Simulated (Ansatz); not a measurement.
## Stress against strain in AgCl

```
CELL_PARAMETERS angstrom
0.00000 2.77315 2.77315
2.77315 0.00000 2.77315
2.77315 2.77315 0.00000
ATOMIC_POSITIONS crystal
Ag 0.50000 0.50000 0.50000
Cl 0.00000 0.00000 0.00000
```

Atoms are numbered in the order listed.

The cell comes from COD entry 9011666, which wasn't checked; take it as a given geometry.

Method: DFT, LDA, all-electron LAPW, scalar-relativistic (Ansatz 0.2.0).

Numerical set-up: a Γ-centred 8×8×8 k mesh, Fermi–Dirac smearing of 0.02 eV, basis error target 0.5 meV/atom, no spin polarisation.

The strain is applied along the Cartesian axes of the cell as listed (the other components stay zero). Fractional coordinates are held (clamped ions).

σ is the change of stress from the unstrained cell, which is at -5.56 GPa; tension is positive, so slopes are stress–strain coefficients at that pressure.

Only quantities that a quadratic follows smoothly over the whole series are listed; rougher ones are left out.

```csv
εxx = εyy,σzz (GPa),σxx (GPa)
-0.0300,-2.40,-3.16
-0.0200,-1.55,-1.91
-0.0100,-0.75,-0.86
0.0000,0.00,0.00
0.0200,1.37,1.27
0.0300,1.98,1.72
```

(1) Fit the series and read off the stiffness at zero strain.

(2) One run, at εxx = εyy = 0.0100, is withheld. Predict its row.

Results:

(1) Least-squares fits y = p0 + p1 x + p2 x² to the rows give σzz (GPa): p1 = 73, p2 = -240; σxx (GPa): p1 = 80.7, p2 = -810. So 2 C12 = 73 GPa and C11 + C12 = 81 GPa.

(2) The fits give 0.71, 0.74; the run gave 0.71, 0.71.
